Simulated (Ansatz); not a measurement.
## Two structures of VSi₂ under several functionals

Plane-wave DFT in Ansatz with scalar-relativistic PAW potentials (420 eV, r2SCAN 500 eV). Each structure was relaxed within its symmetry at each level.
A. I4/mmm, 3 atoms in the computed cell, a = 3.141 Å, c = 7.809 Å; sites (symmetry × multiplicity) Si 4mm × 4, V 4/mmm × 2
B. Cmcm, 6 atoms in the computed cell, a = 3.407 Å, b = 13.069 Å, c = 3.549 Å; sites (symmetry × multiplicity) V m2m × 4, Si m2m × 4 + m2m × 4
(cells at PBE)

Q: Does the choice of functional change which is lower?

A:
```tsv
level	E(B) − E(A) (meV/atom)	V(A) (Å³/atom)	V(B) (Å³/atom)
PBE	121	12.84	13.17
PBEsol	132	12.50	12.73
```

No: at every level A is lower; the difference varies by 11 meV/atom between levels.